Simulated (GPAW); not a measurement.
The system is BAs.

```
As B
1.0
     0.00000    2.38850    2.38850
     2.38850    0.00000    2.38850
     2.38850    2.38850    0.00000
As B
1 1
Direct
  0.75000 0.75000 0.75000
  0.00000 0.00000 0.00000
```

Program: GPAW 26.7.0. Alike in all runs: cell as given.

Order these runs on this cell by their band gap on the k mesh, lowest first.
A. level LDA; potentials or basis the program's PAW data sets (release 1.2.1) made for this functional, pw; spin SOC, no magnetisation; k mesh 8 × 8 × 8; cutoff (eV) 800; smearing fermi-dirac 0.05 eV; band path GXWKGLUWLK,UX; band points 60; spin axis theta (degrees) 0; spin axis phi (degrees) 0; soc after scf second variation; mesh quality not flagged
B. level BLYP; potentials or basis PAW data sets generated in the run's folder for this functional, pw; spin SOC, no magnetisation; k mesh 8 × 8 × 8; cutoff (eV) 800; smearing fermi-dirac 0.05 eV; band path GXWKGLUWLK,UX; band points 60; spin axis theta (degrees) 90; spin axis phi (degrees) 0; soc after scf second variation; mesh quality not flagged
C. level mBEEF; potentials or basis GPAW PAW data sets (gpaw-data 1.2.1), pw; spin off; k mesh 5 × 5 × 5; cutoff (eV) 680; smearing fermi-dirac 0.01 eV; mesh quality coarse

A (1.07 eV), B (1.35 eV), C (1.62 eV).

Caveats: some runs use coarse meshes; spin-orbit coupling was added after a scalar SCF, so levels and gaps hold it while energy, forces, pressure and moments don't (some runs); this program's spin-orbit splittings come out too wide for heavy elements (some runs); an odd mesh through Γ misses points on the zone boundary, where band edges often lie (some runs).

Not every run made on this cell is shown here.
